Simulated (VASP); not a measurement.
# FeGe (P2_13) in VASP: single point with PBE

Aim: the single point of FeGe with PBE.

All numbers are computed with VASP 6.6.1; they aren't measurements. Logs are shortened: lines on timing, memory, paths and dates and some standing lists are left out, and cuts for length are marked.

## 1. The crystal as given

The structure is cubic, space group P2_13 (No. 198). Conventional cell: a = 4.661 Å, b = 4.661 Å, c = 4.661 Å, α = 90.00°, β = 90.00°, γ = 90.00°. Fe (site symmetry 3) has 7 Ge at 2.37 to 2.62 Å as nearest neighbours. Ge (site symmetry 3) is surrounded by 7 Fe at 2.37 to 2.62 Å.

## 2. Single point, PBE, collinear spin, typed start

INCAR

```
PREC = Accurate
ENCUT = 520
EDIFF = 1E-7
ISMEAR = 0
SIGMA = 0.05
LREAL = False
LASPH = True
NELM = 150
ALGO = Fast
ISIF = 2
LWAVE = False
LCHARG = False
ISPIN = 2
MAGMOM = 2.5 2.5 2.5 2.5 0 0 0 0
LORBIT = 11
LMAXMIX = 4
GGA = PE
NBANDS = 58
```

KPOINTS

```
regular mesh
0
Gamma
  4 4 4
```

POSCAR

```
FeGe
1.0
    4.6610544733      0.0000000000      0.0000000000
    0.0000000000      4.6610544733      0.0000000000
    0.0000000000      0.0000000000      4.6610544733
Fe Ge
4 4
Direct
    0.1349906379      0.1349906379      0.1349906379
    0.3650093621      0.8650093621      0.6349906379
    0.6349906379      0.3650093621      0.8650093621
    0.8650093621      0.6349906379      0.3650093621
    0.8417193714      0.8417193714      0.8417193714
    0.6582806286      0.1582806286      0.3417193714
    0.3417193714      0.6582806286      0.1582806286
    0.1582806286      0.3417193714      0.6582806286
```

Potentials or basis: VASP PAW PBE potentials, release 64 (Fe, Ge_d).

Command:

```
> cat potpaw_PBE.64/Fe/POTCAR potpaw_PBE.64/Ge_d/POTCAR > POTCAR
> mpirun -np 1 vasp_std > vasp.out
```

OUTCAR:

```text
PREC = Accurate
   ENCUT = 520
   EDIFF = 1E-7
   ISMEAR = 0
   LREAL = False
   LASPH = True
   NELM = 150
   ISIF = 2
   ISPIN = 2
   LORBIT = 11
   GGA = PE

 ion  position               nearest neighbor table
   1  0.135  0.135  0.135-   5 2.37   6 2.42   7 2.42   8 2.42   7 2.62   8 2.62   6 2.62   3 2.86
                             4 2.86   2 2.86   2 2.86   4 2.86   3 2.86
   2  0.365  0.865  0.635-   6 2.37   5 2.42   7 2.42   8 2.42   7 2.62   8 2.62   5 2.62   1 2.86
                             1 2.86   3 2.86   3 2.86   4 2.86   4 2.86
   3  0.635  0.365  0.865-   7 2.37   6 2.42   5 2.42   8 2.42   8 2.62   6 2.62   5 2.62   1 2.86
                             4 2.86   2 2.86   2 2.86   4 2.86   1 2.86
   4  0.865  0.635  0.365-   8 2.37   6 2.42   7 2.42   5 2.42   6 2.62   5 2.62   7 2.62   1 2.86
                             3 2.86   2 2.86   1 2.86   2 2.86   3 2.86
   5  0.842  0.842  0.842-   1 2.37   2 2.42   3 2.42   4 2.42   3 2.62   4 2.62   2 2.62   6 2.89
                             7 2.89   8 2.89   6 2.89   8 2.89   7 2.89
   6  0.658  0.158  0.342-   2 2.37   1 2.42   3 2.42   4 2.42   3 2.62   4 2.62   1 2.62   8 2.89
                             5 2.89   5 2.89   7 2.89   7 2.89   8 2.89
   7  0.342  0.658  0.158-   3 2.37   2 2.42   1 2.42   4 2.42   4 2.62   2 2.62   1 2.62   8 2.89
                             5 2.89   8 2.89   6 2.89   6 2.89   5 2.89
   8  0.158  0.342  0.658-   4 2.37   2 2.42   3 2.42   1 2.42   2 2.62   1 2.62   3 2.62   7 2.89
                             5 2.89   7 2.89   5 2.89   6 2.89   6 2.89

  LATTYP: Found a simple cubic cell.
 ALAT       =     4.6610544733

  Lattice vectors:

 A1 = (   4.6610544733,   0.0000000000,   0.0000000000)
 A2 = (   0.0000000000,   4.6610544733,   0.0000000000)
 A3 = (   0.0000000000,   0.0000000000,   4.6610544733)

Analysis of symmetry for initial positions (statically):
=====================================================================
 Subroutine PRICEL returns:
 Original cell was already a primitive cell.

 Routine SETGRP: Setting up the symmetry group for a
 simple cubic supercell.

 Subroutine GETGRP returns: Found 12 space group operations
 (whereof  3 operations were pure point group operations)
 out of a pool of 48 trial point group operations.

The static configuration has the point symmetry C_3 .
 The point group associated with its full space group is T   .

Analysis of symmetry for dynamics (positions and initial velocities):
=====================================================================
 Subroutine PRICEL returns:
 Original cell was already a primitive cell.

 Routine SETGRP: Setting up the symmetry group for a
 simple cubic supercell.

 Subroutine GETGRP returns: Found 12 space group operations
 (whereof  3 operations were pure point group operations)
 out of a pool of 48 trial point group operations.

The dynamic configuration has the point symmetry C_3 .
 The point group associated with its full space group is T   .

Analysis of structural, dynamic, and magnetic symmetry:
[... 169 lines left out ...]

 spin component 1

 k-point     1 :       0.0000    0.0000    0.0000
  band No.  band energies     occupation
      1     -16.4588      1.00000
      2     -16.4588      1.00000
      3     -16.4588      1.00000
      4     -16.4208      1.00000
      5     -16.4208      1.00000
      6     -16.4208      1.00000
[... 638 lines left out ...]
     55      13.6855      0.00000
     56      13.6855      0.00000
 Fermi energy:         8.2074217050

 spin component 2

 k-point     1 :       0.0000    0.0000    0.0000
  band No.  band energies     occupation
      1     -16.4759      1.00000
      2     -16.4759      1.00000
      3     -16.4759      1.00000
      4     -16.4368      1.00000
      5     -16.4368      1.00000
      6     -16.4368      1.00000
[... 638 lines left out ...]
     55      13.8484      0.00000
     56      13.8484      0.00000
 [bands above 56 left out]

------------------------ aborting loop because EDIFF is reached ----------------------------------------

  FORCE on cell =-STRESS in cart. coord.  units (eV):
  Direction    XX          YY          ZZ          XY          YZ          ZX
  --------------------------------------------------------------------------------------
  -------------------------------------------------------------------------------------
  Total        0.2288779      0.2288779      0.2288779      0.0000000      0.0000000      0.0000000
  in kB        3.6212783      3.6212783      3.6212783      0.0000000      0.0000000      0.0000000
  external PRESSURE =       3.6212783 kB  Pullay stress =       0.0000000 kB

 VOLUME and BASIS-vectors are now :
 -----------------------------------------------------------------------------
  energy-cutoff  :      520.00
  volume of cell :      101.26
      direct lattice vectors                 reciprocal lattice vectors
     4.661054473  0.000000000  0.000000000     0.214543727  0.000000000  0.000000000
     0.000000000  4.661054473  0.000000000     0.000000000  0.214543727  0.000000000
     0.000000000  0.000000000  4.661054473     0.000000000  0.000000000  0.214543727

 POSITION                                       TOTAL-FORCE (eV/Angst)
 -----------------------------------------------------------------------------------
      0.62920      0.62920      0.62920         0.006437      0.006437      0.006437
      1.70133      4.03186      2.95973        -0.006437     -0.006437      0.006437
      2.95973      1.70133      4.03186         0.006437     -0.006437     -0.006437
      4.03186      2.95973      1.70133        -0.006437      0.006437     -0.006437
      3.92330      3.92330      3.92330        -0.003004     -0.003004     -0.003004
      3.06828      0.73775      1.59277         0.003004      0.003004     -0.003004
      1.59277      3.06828      0.73775        -0.003004      0.003004      0.003004
      0.73775      1.59277      3.06828         0.003004     -0.003004      0.003004
 -----------------------------------------------------------------------------------
    total drift:                               -0.000000      0.000000      0.000000

  FREE ENERGIE OF THE ION-ELECTRON SYSTEM (eV)
  ---------------------------------------------------
  free  energy   TOTEN  =       -51.8270954794 eV

  energy  without entropy=      -51.8163716521  energy(sigma->0) =      -51.82173357

 total charge

# of ion       s       p       d       tot
------------------------------------------
    1        0.380   0.505   6.469   7.354
    2        0.380   0.505   6.469   7.354
    3        0.380   0.505   6.469   7.354
    4        0.380   0.505   6.469   7.354
    5        1.115   1.247  10.121  12.482
    6        1.115   1.247  10.121  12.482
    7        1.115   1.247  10.121  12.482
    8        1.115   1.247  10.121  12.482
--------------------------------------------------
tot          5.982   7.005  66.358  79.345

 magnetization (x)

# of ion       s       p       d       tot
------------------------------------------
    1       -0.000  -0.005   1.150   1.145
    2       -0.000  -0.005   1.150   1.145
    3       -0.000  -0.005   1.150   1.145
    4       -0.000  -0.005   1.150   1.145
    5       -0.011  -0.061  -0.006  -0.078
    6       -0.011  -0.061  -0.006  -0.078
    7       -0.011  -0.061  -0.006  -0.078
    8       -0.011  -0.061  -0.006  -0.078
--------------------------------------------------
tot         -0.047  -0.264   4.577   4.267
```

stdout:

```text
POSCAR found type information on POSCAR FeGe
 POSCAR found :  2 types and       8 ions
 scaLAPACK will be used
 LDA part: xc-table for (Slater+PW92), standard interpolation
 POSCAR, INCAR and KPOINTS ok, starting setup
 FFT: planning ... GRIDC
 FFT: planning ... GRID_SOFT
 FFT: planning ... GRID
 WAVECAR not read
 entering main loop
WARNING in EDDRMM: call to ZHEGV failed, returncode =   6  3     37
WARNING in EDDRMM: call to ZHEGV failed, returncode =   6  3     40
 num prob RMM:  16    -0.518270954700E+02   -0.67040E-06   -0.18292E-06  3287   0.614E-03    0.200E-03
 num prob  num prob  num prob  num prob  num prob  num prob  num prob  num prob  num prob  num prob  num prob  num prob  num prob  num prob  num prob  num prob  num prob  num prob  num prob  num prob  num prob  num prob  num prob  num prob  num prob  num prob  num prob  num prob  num prob  num prob  num prob  num prob  num prob  num prob  num prob  num prob  num prob  num prob  num prob  num prob RMM:  17    -0.518270954794E+02   -0.94351E-08   -0.32287E-07  2633   0.299E-03
```

It took 3.8 min on 1 thread of AMD EPYC 7R13 (Zen 3), shared host; peak memory 0.26 GiB.

Results:

| Item | Value |
| --- | --- |
| Free energy | -51.8271 eV |
| Pressure | 0.4 GPa |
| Largest force | 0.011 eV/Å |
| Band gap on the k mesh | none (metal or under the smearing width) |
| Net moment | 4.13 μB per cell |
| Site moments | Fe +1.15; Ge -0.08 μB |
| Valence electrons inside the program's atomic spheres | Fe 7.35; Ge 12.48 |

Forces in eV/Å, atoms in the order of the input:
```
Fe   0.006  0.006  0.006
Fe  -0.006 -0.006  0.006
Fe   0.006 -0.006 -0.006
Fe  -0.006  0.006 -0.006
Ge  -0.003 -0.003 -0.003
Ge   0.003  0.003 -0.003
Ge  -0.003  0.003  0.003
Ge   0.003 -0.003  0.003
```
